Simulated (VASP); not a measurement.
# AgCl: single point with PBE+D3(BJ)

**Measured values to compare with.**

From a printed reference work, data compilation, for a bulk crystal of AgCl: band gap 3.249 eV (indirect).

Crystal: AgCl.

```
Ag Cl
1.0
     0.00000    2.75533    2.75533
     2.75533    0.00000    2.75533
     2.75533    2.75533    0.00000
Ag Cl
1 1
Direct
  0.50000 0.50000 0.50000
  0.00000 0.00000 0.00000
```

```
Program                : VASP 6.6.1
Task                   : single point
Functional             : PBE
Dispersion             : D3(BJ)
Potentials or basis    : VASP PAW PBE potentials, release 64 (Ag, Cl)
Cutoff                 : 520 eV
k mesh                 : 8 × 8 × 8
Occupations            : gaussian, width 0.02 eV
Spin                   : no spin polarisation
Dipole correction      : no
Further INCAR settings : ALGO = Normal; EDIFF = 1e-06; NBANDS = 16
```

```
Pressure                   : -0.2 GPa
Band gap on the k mesh     : 0.90 eV (least direct gap 3.24 eV)
Dispersion energy per atom : -0.338 eV
```

Levels at points of the mesh, in eV from the valence-band top:
```csv
k point,band 5,band 6,band 7,band 8,band 9,band 10,band 11,band 12,band 13,band 14
"(0.00, 0.00, 0.00)",-2.48,-2.48,-2.40,-2.40,-2.40,0.90,10.85,10.85,10.85,12.35
"(0.50, 0.00, 0.00)",-2.13,-2.13,-1.81,0.00,0.00,4.19,6.64,7.64,7.64,13.65
"(0.50, 0.50, 0.00)",-2.86,-2.28,-2.01,-2.01,-1.91,2.35,8.00,8.70,11.61,11.61
```

Wall time 10 s on 1 thread of Intel(R) Xeon(R) 6975P-C (Granite Rapids), with other jobs on the host, peak memory 0.18 GiB.

A measured gap of AgCl is 3.249 eV (indirect; a printed reference work, data compilation); the calculated 0.90 eV misses it by -2.34 eV. So large a miss can be the level of theory's own, or it may mean another phase, state or a wrong row. Spin-orbit coupling on Ag is left out. The value is that of PBE+D3(BJ) on a finite k mesh, which can miss the band edges, without temperature or zero-point motion. Semilocal functionals fall short of measured gaps as a rule.
